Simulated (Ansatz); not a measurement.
Planning a run of Ansatz 0.2.0 on GaP (F-43m). The input:

```yaml
crystal:
  lattice:
    - [0.0, 2.72525, 2.72525]
    - [2.72525, 0.0, 2.72525]
    - [2.72525, 2.72525, 0.0]
  atoms:
    - { symbol: Ga, position: [0.0, 0.0, 0.0] }
    - { symbol: P, position: [0.25, 0.25, 0.25] }
kpoints:
  mp_grid: { grid: [6, 6, 6] }
hamiltonian:
  xc: pbe
  pseudopotentials: { kind: paw, source: ansatz }
scf:
  occupations: { method: fixed }
gw:
  n_empty_bands: 120
  ecut_chi: 120
  qp_bands: [v2, c2]
  qp_kpoints: band_edges
  screening: { model: contour_deformation }
```

```sh
ansatz run input.yaml --threads 3 --pin off --max-ram 64512MiB --backend cuda --events-out ev --progress --plain --runs-dir out --devices 1 --max-vram 24GiB  # rebuilt from the run's record
```

Question: How long will it take on 1 × NVIDIA H100 80GB HBM3 (shared by 3 runs) with 3 threads of AMD EPYC 7R13 (Zen 3), shared host, and how much memory?

It took 32 s; on shared hardware allow 16 s to 65 s. Peak host memory was 1.2 GiB. The sizes that set the cost: 2975 plane waves a state, 16 irreducible k points, 133 bands summed, 113 plane waves in the screening and 7 SCF cycles.

The screening grows as filled bands × empty bands × pairs of k points, times the square of the screening basis for the matrix.

[Paths, hosts, dates, memory and timing lines, banners, echoed tables and standing remarks are left out of the program output.]

[Logs are printed without paths, hosts, clocks, repeated set-up lines and the standing remarks that a program may print on its own settings, such as how far it seeks lower states.]

[Runs of the session that timed out or met a known fault of the program may be left out.]

[Cells called generated may have been cut or substituted from an entry of the Crystallography Open Database or the Materials Project.]

[Hosts, paths, dates, database ids (printed as entryN), source tags and the programs' standing remarks are cut or masked in the printed files.]
